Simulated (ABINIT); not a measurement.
# TiO2 (P4_2/mnm) in ABINIT: band structure with PBE

Aim: the band structure of TiO2 with PBE.

Everything below comes from runs of ABINIT 10.8.3 (patched build). Logs are shortened: lines on timing, memory, paths and dates and some standing lists are left out, and cuts for length are marked. The log counts tension as positive stress, the text compression.

**Experimental background.**

“Shallow Valence Band of Rutile GeO2 and P-type Doping”, 2020, arxiv:2011.08928 quotes, for a bulk crystal of TiO2 at 1.6 K: band gap 3.03 eV (direct).

How close the calculation comes is told below.

### Step 1. The crystal as given

It takes space group P4_2/mnm (No. 136, tetragonal). The conventional cell has a = 4.600 Å, b = 4.600 Å, c = 2.959 Å, α = 90.00°, β = 90.00°, γ = 90.00°. Ti (site symmetry mmm) is surrounded by 6 O at 1.95 to 1.98 Å. O (site symmetry m2m) is surrounded by 3 Ti at 1.95 to 1.98 Å.

The cell is a database's computed one.

### Step 2. Band structure, PBE

File run.abi:

```
# Datasets: ground state, then fixed potential
ndtset 2

# Pseudopotentials
pp_dirpath "./"
pseudos "Ti.GGA_PBE-JTH.xml, O.GGA_PBE-JTH.xml"

# Structure
acell 4.5998373239 4.5998373239 2.95921356 Angstrom
rprim
     1.0000000000     0.0000000000     0.0000000000
     0.0000000000     1.0000000000     0.0000000000
     0.0000000000     0.0000000000     1.0000000000
ntypat 2
znucl 22 8
natom 6
typat 1 1 2 2 2 2
xcart
     0.0000000000     0.0000000000     1.4796067800
     2.2999186620     2.2999186620     0.0000000000
     1.3998285662     1.3998285662     1.4796067800
     0.9000900958     3.6997472281     0.0000000000
     3.6997472281     0.9000900958     0.0000000000
     3.2000087577     3.2000087577     1.4796067800 Angstrom

# Plane-wave basis
ecut 23.0
pawecutdg 45.0
pawxcdev 0

# Exchange and correlation
ixc 11

# Bands and occupations
occopt 3
tsmear 0.00183747

# SCF cycle
nstep 100

# Output
iomode 3
prtwf 0
prteig 0
prtebands 0
enunit 1
prtden1 1
prtvha1 1
prtvclmb1 1
prtpot1 1

# Dataset 1
kptopt1 1
ngkpt1 6 6 9
nshiftk1 1
shiftk1 0.0 0.0 0.0
nband1 29
tolvrs1 1.0e-9

# Dataset 2: bands along G-X-M-G-Z-R-A-Z
iscf2 -2
getden2 1
nband2 35
nbdbuf2 4
tolwfr2 1.0e-11
kptopt2 -7
ndivsm2 5
prteig2 1
kptbounds2
     0.0000000000     0.0000000000     0.0000000000
     0.0000000000     0.5000000000     0.0000000000
     0.5000000000     0.5000000000     0.0000000000
     0.0000000000     0.0000000000     0.0000000000
     0.0000000000     0.0000000000     0.5000000000
     0.0000000000     0.5000000000     0.5000000000
     0.5000000000     0.5000000000     0.5000000000
     0.0000000000     0.0000000000     0.5000000000
```

Potentials or basis: JTH PAW PBE v2.0.

On the command line:

```bash
abinit run.abi > log 2>&1
```

run.abo:

```text
.Version 10.8.3 of ABINIT
 DATASET    1 : space group P4_2/m n m (#136); Bravais tP (primitive tetrag.)
================================================================================
 Values of the parameters that define the memory need for DATASET  1.
     intxc =       0    ionmov =       0      iscf =      17    lmnmax =      18
     lnmax =       6     mgfft =      40  mpssoang =       3    mqgrid =    3001
     natom =       6  nloc_mem =       2    nspden =       1   nspinor =       1
    nsppol =       1      nsym =      16    n1xccc =       1    ntypat =       2
    occopt =       3   xclevel =       2
       mpw =        2256          nfft =       43200          nkpt =          50
 PAW method is used; the additional fine FFT grid is defined by:
   mgfftf=        54    nfftf =    104976
================================================================================
================================================================================

 DATASET    2 : space group P4_2/m n m (#136); Bravais tP (primitive tetrag.)
================================================================================
 Values of the parameters that define the memory need for DATASET  2.
     intxc =       0    ionmov =       0      iscf =      -2    lmnmax =      18
     lnmax =       6     mgfft =      40  mpssoang =       3    mqgrid =    3001
     natom =       6  nloc_mem =       2    nspden =       1   nspinor =       1
    nsppol =       1      nsym =      16    n1xccc =       1    ntypat =       2
    occopt =       3   xclevel =       2
       mpw =        2250          nfft =       43200          nkpt =          43
 PAW method is used; the additional fine FFT grid is defined by:
   mgfftf=        54    nfftf =    104976
================================================================================
================================================================================

--------------------------------------------------------------------------------
------------- Echo of variables that govern the present computation ------------
--------------------------------------------------------------------------------
 -outvars: echo values of preprocessed input variables --------
            acell      8.6924327659E+00  8.6924327659E+00  5.5921031765E+00 Bohr
              amu      4.78800000E+01  1.59994000E+01
             ecut      2.30000000E+01 Hartree
           enunit           1
           getden1          0
           getden2          1
             iscf1         17
             iscf2         -2
              ixc          11
           jdtset        1    2
           kptopt1          1
           kptopt2         -7
         kptrlatt        6    0    0      0    6    0      0    0    9
[... 912 lines left out ...]
    4      0.90009009580000     3.69974722815000     0.00000000000000
    5      3.69974722815000     0.90009009580000     0.00000000000000
    6      3.20000875775000     3.20000875775000     1.47960678000000
 length scales=  8.692432765900  8.692432765900  5.592103176473 bohr
              =  4.599837323900  4.599837323900  2.959213560000 angstroms
 Eigenvalues (   eV  ) for nkpt=  43  k points:
 kpt#   1, nband= 35, wtk=  1.00000, kpt=  0.0000  0.0000  0.0000 (reduced coord)
 -52.12117  -52.10392  -28.43750  -28.43750  -28.27306  -28.27306  -28.23054  -28.19752
 -13.44423  -12.28154  -11.54452  -11.54452   -0.99361   -0.57323   -0.14505    0.95696
   0.95696    2.21858    2.21858    2.79053    4.06284    4.31226    4.31226    4.76272
   6.62167    6.90963    7.15889    7.25727    7.25727    9.14023    9.32872   11.34372
  11.34372   12.37176   12.62156
 kpt#   2, nband= 35, wtk=  1.00000, kpt=  0.0000  0.1000  0.0000 (reduced coord)
 -52.12075  -52.10434  -28.43426  -28.43394  -28.27701  -28.27668  -28.22972  -28.19832
 -13.40868  -12.28147  -11.58181  -11.55846   -0.92554   -0.53127   -0.08146    0.96110
   0.96447    2.15249    2.20394    2.79419    3.99517    4.12067    4.21859    4.72983
   6.68100    6.99211    7.23608    7.29862    7.31747    9.21133    9.28097   11.30792
  11.31610   12.31006   12.74757
 kpt#   3, nband= 35, wtk=  1.00000, kpt=  0.0000  0.2000  0.0000 (reduced coord)
 -52.11951  -52.10555  -28.42489  -28.42377  -28.28825  -28.28707  -28.22736  -28.20065
 -13.30485  -12.29151  -11.67654  -11.59797   -0.74265   -0.41548    0.11652    0.97277
   0.98329    1.98106    2.14334    2.81240    3.63713    3.81696    4.02535    4.61558
   6.82866    7.16107    7.41132    7.43539    7.46781    9.12440    9.45098   11.21354
[... 227 lines left out ...]
   7.24130    7.65783    7.94403    7.94762    8.22500    8.70703    9.73491   10.43661
  10.75783   11.45176   17.12293
 kpt#  42, nband= 35, wtk=  1.00000, kpt=  0.0714  0.0714  0.5000 (reduced coord)
 -52.07242  -52.07242  -28.66200  -28.66024  -28.29520  -28.29298  -28.27687  -28.27661
 -12.18032  -12.06388  -11.97838  -11.85880    0.19882    0.31658    0.78674    0.94824
   1.08816    1.58715    2.00546    2.04205    2.45005    2.56451    3.25955    3.34676
   7.55837    7.71203    7.93901    7.94082    8.36113    8.53949   10.01743   10.31310
  10.75977   11.04959   17.17440
 kpt#  43, nband= 35, wtk=  1.00000, kpt=  0.0000  0.0000  0.5000 (reduced coord)
 -52.07242  -52.07242  -28.66004  -28.66004  -28.29509  -28.29509  -28.27679  -28.27679
 -12.05924  -12.05924  -11.98407  -11.98407    0.28608    0.28608    1.06144    1.06144
   1.15601    1.15601    2.00700    2.00700    2.39885    2.39885    3.34413    3.34413
   7.73153    7.73153    7.93736    7.93736    8.41934    8.41934   10.25975   10.25975
  10.76037   10.76037   17.20228

== END DATASET(S) ==============================================================
================================================================================

 -outvars: echo values of variables after computation  --------
            acell      8.6924327659E+00  8.6924327659E+00  5.5921031765E+00 Bohr
           etotal1    -1.8225453117E+02
            fcart1    -0.0000000000E+00  2.2587545260E-21 -0.0000000000E+00
                      -0.0000000000E+00  2.2587545260E-21 -0.0000000000E+00
                      -9.1409594135E-05 -9.1409594135E-05 -0.0000000000E+00
                       9.1409594135E-05 -9.1409594135E-05 -0.0000000000E+00
                      -9.1409594135E-05  9.1409594135E-05 -0.0000000000E+00
                       9.1409594135E-05  9.1409594135E-05 -0.0000000000E+00
           strten1    -1.5774677504E-04 -1.5774677504E-04 -1.3941846951E-04
                       0.0000000000E+00  0.0000000000E+00  0.0000000000E+00
           xangst      2.5000050514E-11  2.5000050514E-11  1.4796067800E+00
                       2.2999186620E+00  2.2999186620E+00  0.0000000000E+00
                       1.3998285662E+00  1.3998285662E+00  1.4796067800E+00
                       9.0009009580E-01  3.6997472282E+00  0.0000000000E+00
                       3.6997472282E+00  9.0009009580E-01  0.0000000000E+00
                       3.2000087578E+00  3.2000087578E+00  1.4796067800E+00
             xred      5.4349857947E-12  5.4349857947E-12  5.0000000000E-01
                       5.0000000001E-01  5.0000000001E-01  0.0000000000E+00
                       3.0432132000E-01  3.0432132000E-01  5.0000000000E-01
                       1.9567868001E-01  8.0432132000E-01  0.0000000000E+00
                       8.0432132000E-01  1.9567868001E-01  0.0000000000E+00
                       6.9567868001E-01  6.9567868001E-01  5.0000000000E-01
 Calculation completed.
```

It took 5.1 min on 1 thread of Arm Neoverse V1, shared host; peak memory 0.21 GiB.

Results:

```
Free energy             : -4959.3984 eV
Pressure                : 4.5 GPa
Largest force           : 0.007 eV/Å
Band gap on the k mesh  : 1.86 eV, direct
Band gap along the path : 1.86 eV, direct
```

Forces in eV/Å, atoms in the order of the input:
```
Ti   0.000  0.000  0.000
Ti   0.000  0.000  0.000
O   -0.005 -0.005  0.000
O    0.005 -0.005  0.000
O   -0.005  0.005  0.000
O    0.005  0.005  0.000
```

Levels at the corners of the path, in eV from the valence-band top:
```
point  band 21  band 22  band 23  band 24  band 25  band 26  band 27  band 28
    Γ    -0.70    -0.45    -0.45     0.00     1.86     2.15     2.40     2.49
    X    -1.64    -1.64    -0.74    -0.74     2.53     2.53     3.02     3.02
    M    -1.30    -1.30    -1.07    -1.07     1.89     1.89     2.52     2.52
    Γ    -0.70    -0.45    -0.45     0.00     1.86     2.15     2.40     2.49
    Z    -2.36    -2.36    -1.42    -1.42     2.97     2.97     3.17     3.17
    R    -2.03    -2.03    -1.03    -1.03     1.91     1.91     3.20     3.20
    A    -1.29    -1.29    -0.67    -0.67     2.60     2.60     3.20     3.20
    Z    -2.36    -2.36    -1.42    -1.42     2.97     2.97     3.17     3.17
```

Caveat: the atomic spheres overlap.

### Step 3. For comparison

An earlier run on the cell as given: functional PBE; potentials or basis JTH PAW PBE v2.0; cutoff 626 eV; k mesh 6 × 6 × 9; occupations fermi-dirac, width 0.05 eV; no spin polarisation.

* Pressure: 4.5 GPa
* Largest force: 0.007 eV/Å
* Band gap on the k mesh: 1.86 eV, direct

### Step 4. Against experiment

Step 2. A measured gap of TiO2 is 3.03 eV (direct; 1.6 K; quoted in “Shallow Valence Band of Rutile GeO2 and P-type Doping”, 2020, arxiv:2011.08928); the calculated 1.86 eV misses it by -1.17 eV. 2 values of this kind are on record in papers (3.03 to 3.05 eV); this one was drawn at random among those near their median. The value is that of PBE, without temperature or zero-point motion. Semilocal functionals fall short of measured gaps as a rule. The cell is a database's relaxed one, not the measured one, which moves gaps too.
